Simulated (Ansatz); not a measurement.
Input, command and steps of an Ansatz relaxation.

```yaml
crystal:
  lattice:
    - [3.3431070688, 0.0, 0.0]
    - [0.0, 3.3431070688, 0.0]
    - [0.0, 0.0, 3.3431070688]
  atoms:
    - { symbol: Co, position: [0.5, 0.0, 0.0], spin: 1.5 }
    - { symbol: Co, position: [0.0, 0.5, 0.0], spin: 1.5 }
    - { symbol: Co, position: [0.0, 0.0, 0.5], spin: 1.5 }
    - { symbol: H, position: [0.0, 0.0, 0.0] }
basis:
  ecutwfc: 420
kpoints:
  mp_grid: { grid: [6, 6, 6] }
hamiltonian:
  xc: pbe
scf:
  occupations: { method: gaussian, width: 0.1 }
  lower_state_search: "off"
output:
  forces: true
  stress: true
  eigenvalues: true
  populations: true
magnetization:
  spin_polarized: true
relax:
  adjacent_minimum: "off"
  f_tol: 0.04
  max_steps: 70
  cell: { stress_tol: 0.4 }
```

```bash
ansatz run input.yaml --threads 1 --pin off --max-ram 2560MiB --backend cpu --events-out ev --progress --plain --runs-dir out
```

These are results of Ansatz, DFT PBE, scalar-relativistic, plane waves, PAW, not measurements.

Of 7 frames 6 are shown, positions in Å and forces in eV/Å; the SCF threshold varies from step to step. Steps run on the plane waves of an earlier cell, with a Pulay correction in the pressure. The basis is chosen afresh for the last frame, the zero of the energies, and at times for earlier ones too; energy and pressure step there, also at an unchanged geometry. Here that happened at step 5 (-4 meV/atom, 0.9 GPa); the frames before carry an error of that size.

```xyz
4
Lattice="3.3431 0.0000 0.0000 0.0000 3.3431 0.0000 0.0000 0.0000 3.3431" Properties=species:S:1:pos:R:3:forces:R:3 pbc="T T T" step=1 free_energy_over_end_meV_per_atom=97.24 pressure_GPa=25.42
Co    1.6716    0.0000    0.0000    0.0000    0.0000    0.0000
Co    0.0000    1.6716    0.0000    0.0000    0.0000    0.0000
Co    0.0000    0.0000    1.6716    0.0000    0.0000    0.0000
H     0.0000    0.0000    0.0000    0.0000    0.0000    0.0000
4
Lattice="3.4079 0.0000 0.0000 0.0000 3.4079 0.0000 0.0000 0.0000 3.4079" Properties=species:S:1:pos:R:3:forces:R:3 pbc="T T T" step=2 free_energy_over_end_meV_per_atom=31.25 pressure_GPa=13.20
Co    1.7039    0.0000    0.0000    0.0000    0.0000    0.0000
Co    0.0000    1.7039    0.0000    0.0000    0.0000    0.0000
Co    0.0000    0.0000    1.7039    0.0000    0.0000    0.0000
H     0.0000    0.0000    0.0000    0.0000    0.0000    0.0000
4
Lattice="3.4837 0.0000 0.0000 0.0000 3.4837 0.0000 0.0000 0.0000 3.4837" Properties=species:S:1:pos:R:3:forces:R:3 pbc="T T T" step=3 free_energy_over_end_meV_per_atom=4.26 pressure_GPa=0.67
Co    1.7419    0.0000    0.0000    0.0000    0.0000    0.0000
Co    0.0000    1.7419    0.0000    0.0000    0.0000    0.0000
Co    0.0000    0.0000    1.7419    0.0000    0.0000    0.0000
H     0.0000    0.0000    0.0000    0.0000    0.0000    0.0000
4
Lattice="3.4880 0.0000 0.0000 0.0000 3.4880 0.0000 0.0000 0.0000 3.4880" Properties=species:S:1:pos:R:3:forces:R:3 pbc="T T T" step=4 free_energy_over_end_meV_per_atom=4.23 pressure_GPa=0.06
Co    1.7440    0.0000    0.0000    0.0000    0.0000    0.0000
Co    0.0000    1.7440    0.0000    0.0000    0.0000    0.0000
Co    0.0000    0.0000    1.7440    0.0000    0.0000    0.0000
H     0.0000    0.0000    0.0000    0.0000    0.0000    0.0000
4
Lattice="3.4880 0.0000 0.0000 0.0000 3.4880 0.0000 0.0000 0.0000 3.4880" Properties=species:S:1:pos:R:3:forces:R:3 pbc="T T T" step=5 free_energy_over_end_meV_per_atom=0.19 pressure_GPa=0.92
Co    1.7440    0.0000    0.0000    0.0000    0.0000    0.0000
Co    0.0000    1.7440    0.0000    0.0000    0.0000    0.0000
Co    0.0000    0.0000    1.7440    0.0000    0.0000    0.0000
H     0.0000    0.0000    0.0000    0.0000    0.0000    0.0000
4
Lattice="3.4945 0.0000 0.0000 0.0000 3.4945 0.0000 0.0000 0.0000 3.4945" Properties=species:S:1:pos:R:3:forces:R:3 pbc="T T T" step=7 free_energy_over_end_meV_per_atom=0.00 pressure_GPa=0.10
Co    1.7472    0.0000    0.0000    0.0000    0.0000    0.0000
Co    0.0000    1.7472    0.0000    0.0000    0.0000    0.0000
Co    0.0000    0.0000    1.7472    0.0000    0.0000    0.0000
H     0.0000    0.0000    0.0000    0.0000    0.0000    0.0000
```

The start puts this composition into another compound's structure type, which needn't suit it. At the end the space group is Pm-3m (tolerance 0.05 Å).

It took 19 s on 1 thread of Arm Neoverse V2, with other jobs on the host, peak memory 0.32 GiB.

The k mesh is coarse.